PtS₂: half of the exchange made exact

The question for this page is how far the band gap of PtS₂ opens when half of the exchange in a density functional is replaced by exact exchange. The crystal is the same in every row, down to the last atomic position, so only the treatment of the electrons changes. The row to be predicted is r2SCAN50, with 50% exact exchange.

Band gaps of PtS₂ (space group P-3m1) at one fixed geometry, computed with VASP 6.6.1 using the functional named in each row, the recommended PBE PAW potentials and a 520 eV plane-wave cutoff. All runs use a regular 5 × 5 × 3 k-point mesh and Fermi–Dirac smearing of 0.05 eV, without spin polarisation or spin–orbit coupling.

```
 functional  gap on path (eV)  direct gap on path (eV)
         HF             7.142                    8.023
      HSE03             1.492                    2.184
   PBE-EpsX             1.307                    2.013
       PBE0             2.245                    2.990
    PBEsol0             1.964                    2.721
      TPSSh             1.555                    2.207
r2SCAN-EpsX             1.454                    2.192
    r2SCAN0             2.334                    3.121
   r2SCAN50                 ?                        ?
```

The gap on path is the energy from the highest filled to the lowest empty level found anywhere along the path of special points. The direct gap on path is the smallest such distance at a single point, without a change of crystal momentum. Let a be the share of exact exchange. It is 0.0654 in the two EpsX rows, 0.10 in TPSSh, 0.25 in PBE0, PBEsol0 and r2SCAN0, and 1 in HF (Hartree–Fock). HSE03 also has 25%, but only at short range.

The two ends

At the end a = 0 stands a purely semilocal functional, which builds exchange from the density and its local variation. In PBE this gives one potential that acts alike on filled and empty orbitals. Part of the repulsion of an electron by its own charge is left in, and this pushes the filled levels up. The gap comes out small.

At the end a = 1 exchange is exact. An electron in a filled orbital is then repelled by the other electrons only, because exchange removes its repulsion by itself. An electron placed in an empty orbital is repelled by all electrons of the crystal, since it has no share in their charge to cancel. Filled levels therefore sink relative to empty ones, and the gap opens.

Hartree–Fock opens the gap too far, however. In a real crystal the surrounding electrons shift a little to accommodate an added electron or a missing one, which lowers the cost of both. This is screening, and Hartree–Fock leaves it out, along with the rest of electron correlation. Its gap of 7.14 eV is best read as the gap of PtS₂ with the screening switched off.

Between these ends the share a acts as a crude dial for screening. The EpsX rows show the idea openly, for they take a as the inverse of the average electronic dielectric constant. The values used there are 18.14 along the layers and 9.58 across them:

average = (2 × 18.14 + 9.58) / 3 = 15.3
a = 1 / 15.3 = 0.065

Read in the same way, a share of 50% belongs to a medium with a dielectric constant of 2, which screens far less than PtS₂ does. The row to be predicted should therefore have a wide gap.

Share and range

The share alone doesn't fix the gap. HSE03 and PBE0 use the same 25% and the same parent functional, yet the gap on path of HSE03 is 0.75 eV smaller. HSE03 drops exact exchange between distant electrons, where a crystal screens most effectively, while PBE0 keeps a quarter of it at any distance. A prediction for r2SCAN50, which is unscreened, should thus be built on unscreened rows.

The choice between the two is no small matter. In a pure crystal the density of thermally excited carriers falls roughly as exp(−gap / 2kT), where kT is about 0.026 eV at room temperature. With all else equal, a difference of 0.75 eV changes that density more than a millionfold. The table has no measured gap to settle the choice, and it omits spin–orbit coupling, which matters for an element as heavy as platinum.

One row to set aside

PBEsol0 seems to break the pattern, with a gap on path 0.28 eV below that of PBE0 at the same share. The same two calculations also give gaps on a regular mesh of points, and there they agree to within 0.01 eV. The drop thus arises on the path and not from the PBEsol functional. Exact exchange has a long-range part that needs a cutoff when bands are computed along a path, and the PBEsol0 run lacks it.

The EpsX rows lack the cutoff too, but they contain only a quarter as much exact exchange. In r2SCAN-EpsX the gap on path lies 0.33 eV below the mesh gap, against 0.29 eV in r2SCAN0, which has the cutoff. Most of that distance is ordinary, because the coarse mesh misses the band edges. The fault appears to cost less than a tenth of an electronvolt, so these rows can stay.

From the ends to a formula

Suppose first that the orbitals stayed the same while a was raised. The exchange operator is a mixture of the two kinds in the proportions 1 − a and a, so the gap would change in a straight line with a. In fact the orbitals readjust at each share, and the line can bend. The simplest term that bends it and vanishes at both ends is a(1 − a):

gap = (1 − a) G₀ + a G₁ − b a(1 − a)

Here G₀ is the gap at the semilocal end, G₁ the gap at the Hartree–Fock end, and b measures how far the curve sags below the straight line.

The known rows do call for a sag. From r2SCAN-EpsX to r2SCAN0 the gap rises by 0.48 eV for each ten percentage points of exact exchange, and from r2SCAN0 to HF by 0.64 eV on average. The cause of the bend isn't settled by these numbers. Readjusting orbitals may contribute, but the HF row also loses the correlation that the other functionals keep, and none of the known rows separates the two effects.

The parent functional matters less. At a share of 6.54% r2SCAN gives a gap 0.15 eV wider than PBE, and at 25% the difference is 0.09 eV. It should shrink as a grows, because less of the parent's exchange is left in the mixture. One curve for all parents is therefore good enough at 50%.

The three constants come from a least-squares fit to six rows: HF, PBE-EpsX, PBE0, TPSSh, r2SCAN-EpsX and r2SCAN0. For the gap on path it gives G₀ = 1.09 eV, G₁ = 7.142 eV and b = 1.668 eV. They serve to interpolate and aren't properties of PtS₂; G₀ in particular is an extrapolation to a functional that the table doesn't contain.

The prediction

At a = 0.5 the formula gives

gap = 0.5 × 1.09 + 0.5 × 7.142 − 1.668 × 0.25
gap = 0.545 + 3.571 − 0.417 = 3.70 eV

The same fit to the direct gap on path gives 4.52 eV.

The error bar needs some thought, because the bend hangs on a single row. When each row in turn is left out of the fit and then predicted, the root-mean-square error is 0.7 eV for the gap and 3.6 eV for the direct gap, nearly all of it from the HF row. Without HF the curve has no support above 25%, and its far end swings freely. These figures warn against using the formula without an upper anchor, but they are a poor measure of its error between two anchors.

Two straight lines give a fairer measure. If the rise between the two r2SCAN rows simply went on, the gap at 50% would be 3.53 eV. If it followed the straight line from r2SCAN0 to HF, it would be 3.94 eV. For the direct gap the same two lines give 4.38 and 4.76 eV. A bar of 0.25 eV around the curve covers both cases.

The forecast for r2SCAN50 is therefore a gap on path of 3.7 ± 0.25 eV and a direct gap on path of 4.5 ± 0.25 eV. The row should lie above r2SCAN0 and far below HF, nearer to r2SCAN0.

The computed row

The withheld rows as computed:

```
functional  gap on path (eV)  direct gap on path (eV)
  r2SCAN50             3.640                    4.472
```

Both values fall well inside their bars. The gap on path is 3.64 eV, so the formula was too high by 0.06 eV. The direct gap is 4.47 eV, and there the formula was too high by 0.05 eV. The fit misses some of its own rows by as much or more, so misses of this size don't call for a cause.

The hit says more about one of the two straight lines than about the other. The line from r2SCAN0 to HF is too high by 0.30 eV for the gap, which confirms that the curve sags below it. The plain continuation of the r2SCAN rows is too low by only 0.11 eV. The bend does improve the forecast, but up to a share of one half a straight line would have served almost as well.

The new row also lets the rise be followed in steps. From 25% to 50% the gap rises by (3.64 − 2.33) / 2.5 = 0.52 eV for each ten points, against the 0.48 eV found at smaller shares. From 50% to HF the average is (7.14 − 3.64) / 5 = 0.70 eV. The rise steepens towards HF, as it does in the formula. The missing cutoff makes the slope at small shares a little too steep, but the gaps on the regular mesh, where it hardly matters, show the same pattern: 0.46, 0.50 and 0.70 eV for each ten points. The bend is thus slight up to one half and sharper beyond. The three r2SCAN rows all keep the full r2SCAN correlation, so the slight bend among them can't come from its loss and points to the readjusting orbitals. On the way to HF correlation is lost as well. That loss may add to the bend, but a run with 100% exact exchange and r2SCAN correlation would be needed to test it, and the table has none.

What carries over

With these constants the formula serves for this crystal only, and for exact exchange that acts at all distances. Applied to HSE03 with its nominal 25%, it gives a gap 0.80 eV too wide, for the reason already seen: the range counts as well as the share. For a neighbouring functional the first question is therefore how much exact exchange it has, and the second is how far that exchange reaches. The parent functional comes third.

The values themselves belong to this one frozen structure. Forces of roughly 0.5 to 1.2 eV/Å remain on the sulfur atoms, depending on the functional, so a relaxed crystal would have different gaps. The direct gap on path also need not be the smallest in the crystal. For r2SCAN0 the regular mesh finds 2.95 eV where the path gives 3.12 eV, while for HF the path has the lower value. The series compares gaps for one structure along one path, and the distance between the direct gap on the path and the smallest one in the crystal can differ from row to row. Both limits matter if a single value is to be used as the gap of PtS₂.
